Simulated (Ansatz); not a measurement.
# TlCl: the cost of one run

Code: Ansatz 0.2.0. G0W0, plane waves. Spin-unpolarised throughout; all numbers are computed.

The COD entry's cell or inner coordinates are ideal or old and differ from later refinements, so a difference from it is no clean test against experiment.

### Step 1. Starting point

The cell was relaxed beforehand with r2SCAN+rVV10.

It is cubic, Pm-3m (No. 221); conventional cell a = 3.794 Å, 27.30 Å³ an atom. Around Tl lie 8 Cl at 3.29 Å; around Cl lie 8 Tl at 3.29 Å.

The structure in full:

Space group Pm-3m (No. 221). a = 3.794 Å, b = 3.794 Å, c = 3.794 Å, α = 90.00°, β = 90.00°, γ = 90.00°
| atom | site | symmetry | x | y | z |
| --- | --- | --- | --- | --- | --- |
| Tl | 1a | m-3m | 0.0000 | 0.0000 | 0.0000 |
| Cl | 1b | m-3m | 0.5000 | 0.5000 | 0.5000 |

### Step 2. 88 empty bands, 80 eV

Contents of input.yaml:

```yaml
crystal:
  lattice:
    - [3.7936346884, 0.0, 0.0]
    - [0.0, 3.7936346884, 0.0]
    - [0.0, 0.0, 3.7936346884]
  atoms:
    - { symbol: Tl, position: [0.0, 0.0, 0.0] }
    - { symbol: Cl, position: [0.5, 0.5, 0.5] }
kpoints:
  mp_grid: { grid: [4, 4, 4] }
hamiltonian:
  xc: pbe
scf:
  occupations: { method: fixed }
gw:
  n_empty_bands: 88
  ecut_chi: 80
  qp_bands: [v2, c2]
  qp_kpoints: band_edges
  screening: { model: contour_deformation }
```

The run is started by

```
$ ansatz run input.yaml --threads 2 --pin off --max-ram 3686MiB --backend cpu --events-out ev --progress --plain --runs-dir out
```

Q: Estimate wall time and peak memory on 2 threads of Arm Neoverse V1, shared host.

About 5.7 s, with a peak of 0.3 GiB.
